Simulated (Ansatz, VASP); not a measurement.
## CdTe: VASP beside Ansatz

File INCAR:

```
ALGO = Normal
EDIFF = 1E-6
ENCUT = 520
GGA = PE
ISIF = 2
ISMEAR = -1
LASPH = True
LCHARG = True
LELF = True
LREAL = False
LVHAR = True
LWAVE = False
NBANDS = 16
NELM = 80
PREC = Accurate
SIGMA = 0.05
```

The input KPOINTS:

```
k-points
0
Gamma
  11 11 11
```

File POSCAR:

```
CdTe
1.0
    3.2624127599      0.0000000000      0.0000000000
    0.0000000000      3.2624127599      0.0000000000
    0.0000000000      0.0000000000      3.2624127599
Cd Te
1 1
Direct
    0.0000000000      0.0000000000      0.0000000000
    0.5000000000      0.5000000000      0.5000000000
```

Input for Ansatz:

```yaml
crystal:
  lattice:
    - [3.2624127599, 0.0, 0.0]
    - [0.0, 3.2624127599, 0.0]
    - [0.0, 0.0, 3.2624127599]
  atoms:
    - { symbol: Cd, position: [0.0, 0.0, 0.0] }
    - { symbol: Te, position: [0.5, 0.5, 0.5] }
kpoints:
  mp_grid: { grid: [11, 11, 11] }
scf:
  occupations: { method: fermi_dirac, width: 0.05 }
hamiltonian:
  xc: pbe
  pseudopotentials: { kind: all_electron, lapw: { basis_error: 0.001 } }
output:
  forces: true
  stress: true
  eigenvalues: true
  populations: true
```

Change from the starting cell: volume scaled by 0.64, LAPW.

Alike in both runs: task single point; functional PBE; k mesh 11 × 11 × 11; occupations fermi-dirac, width 0.05 eV; no spin polarisation.

|  | VASP | Ansatz |
| --- | --- | --- |
| version | VASP 6.6.1 | Ansatz 0.2.0 |
| potentials or method | VASP PAW PBE potentials, release 64 (Cd, Te) | all-electron LAPW, scalar-relativistic |
| plane-wave cutoff (eV) | 520 | see its input |

```tsv
	VASP	Ansatz	Ansatz less VASP
pressure (GPa)	62.0	60.8	-1.24
```

Ansatz ran all-electron here, so the differences hold the error of VASP's frozen core and of both bases.

Caveats: the cell as given lies far from equilibrium; so large a pressure means that the cell lies far from this level's equilibrium, or that cutoff or potentials fall short (VASP). The runs have no spin-orbit coupling, so splittings on Te are missing.
